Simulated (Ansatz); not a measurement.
A (110) slab of W (Im-3m (No. 229)), 5 planes, outer planes W (top) and W (bottom), with 5 atoms (W5) in a surface cell of A = 7.167 Å², as cut from the bulk:

```
CELL_PARAMETERS angstrom
2.75705 0.00000 0.00000
-0.91902 2.59937 0.00000
0.00000 0.00000 24.00448
ATOMIC_POSITIONS crystal
W 0.50000 0.50000 0.31244
W 0.00000 0.00000 0.40622
W 0.50000 0.50000 0.50000
W 0.00000 0.00000 0.59378
W 0.50000 0.50000 0.68756
```

Level of theory: DFT PBE, scalar-relativistic, plane waves, PAW in Ansatz 0.2.0. Settings: cutoff 420 eV, Γ-centred mesh 13×13×1 on the computed 5-atom cell, Gaussian smearing of 0.10 eV; no spin polarisation. The cell repeats along c with a dipole correction in the vacuum.

Against the same 5 atoms in the bulk, the slab as cut lies 3.015 eV higher and the relaxed slab 2.961 eV higher.

**Question.** Work out the surface energy before and after relaxation.

**Answer.** The slab has two faces, so γ = (E_slab − N·E_bulk)/(2A), the mean of both. As cut: 3.015/(2 × 7.167) = 0.2103 eV/Å², and 1 eV/Å² = 16.02 J/m², so γ = 3.37 J/m². Relaxed: 2.961/(2 × 7.167) = 0.2066 eV/Å² = 3.31 J/m². Relaxation recovers 1.8 % of the cost of cutting.

**Question.** What is the ideal work of this cut, per area?

**Answer.** Griffith's ideal work is 2γ: 6.74 J/m² if the new faces stay rigid, 6.62 J/m² if they relax. One thickness was run, 5 planes, so γ can still shift with it.